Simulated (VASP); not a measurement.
Set up this calculation in VASP 6.6.1, as the native input.

* Task: relaxation of cell and atoms
* Functional: PBEsol
* Potentials or basis: VASP PAW PBE potentials, release 64 (Sn_d, S)
* Cutoff: 600 eV
* k mesh: 4 × 8 × 6
* Occupations: gaussian, width 0.03 eV
* Spin: no spin polarisation
* Further INCAR settings: ALGO = Normal; EDIFF = 1e-07; IBRION = 2; EDIFFG = -0.005; NSW = 90; ISIF = 3

The structure of SnS lies in POSCAR:

```
SnS                                     
1.0
   11.0829687475      0.0000000000      0.0000000000
    0.0000000000      3.9844557026     -0.0000000000
    0.0000000000     -0.0000000000      4.2424904910
  Sn              S             
     4     4
Direct
     0.1183073383210545    0.2500000000000000    0.1134200440550193
     0.3816926616789455    0.7500000000000000    0.6134200440550192
     0.6183073383210547    0.2500000000000000    0.3865799559449807
     0.8816926616789453    0.7500000000000000    0.8865799559449808
     0.8534911899086042    0.2500000000000000    0.4730776793230354
     0.6465088100913958    0.7500000000000000    0.9730776793230351
     0.3534911899086045    0.2500000000000000    0.0269223206769646
     0.1465088100913955    0.7500000000000000    0.5269223206769649
```

One way to write it, as run:

INCAR

```
PREC = Accurate
ENCUT = 600
EDIFF = 1E-7
ISMEAR = 0
SIGMA = 0.03
LREAL = F
LASPH = T
NELM = 80
ALGO = Normal
ISIF = 3
LWAVE = F
LCHARG = F
GGA = PS
IBRION = 2
NSW = 90
EDIFFG = -0.005
KPAR = 2
```

KPOINTS

```
Automatic mesh
0
Gamma
  4 8 6
```

Potentials or basis: VASP PAW PBE potentials, release 64 (Sn_d, S).

Launch:

```console
$ cat potpaw_PBE.64/Sn_d/POTCAR potpaw_PBE.64/S/POTCAR > POTCAR
$ mpirun -np 2 vasp_std > vasp.out
```

It gave:

```json
{"Relaxed volume": "23.40 Å³/atom", "Relaxed cell": "a = 11.102 Å, b = 3.986 Å, c = 4.230 Å, α = 90.00°, β = 90.00°, γ = 90.00°", "Space group after relaxing (to 0.05 Å)": "Pnma (No. 62)", "Energy gained by relaxing": "0.0 meV/atom", "Ionic steps": "14", "Pressure after relaxing": "0.0 GPa", "Largest force after relaxing": "0.003 eV/Å", "Band gap on the k mesh": "0.72 eV, indirect (least direct gap 1.08 eV)"}
```

Caveat: the PAW data sets were made with another functional, which shifts forces and pressure a little; spin-orbit coupling is left out, which moves the levels of the heavy elements.

Run time: 28 min on 2 MPI ranks on Intel(R) Xeon(R) Platinum 8488C (Sapphire Rapids), on a shared host, peak memory 0.64 GiB a rank.
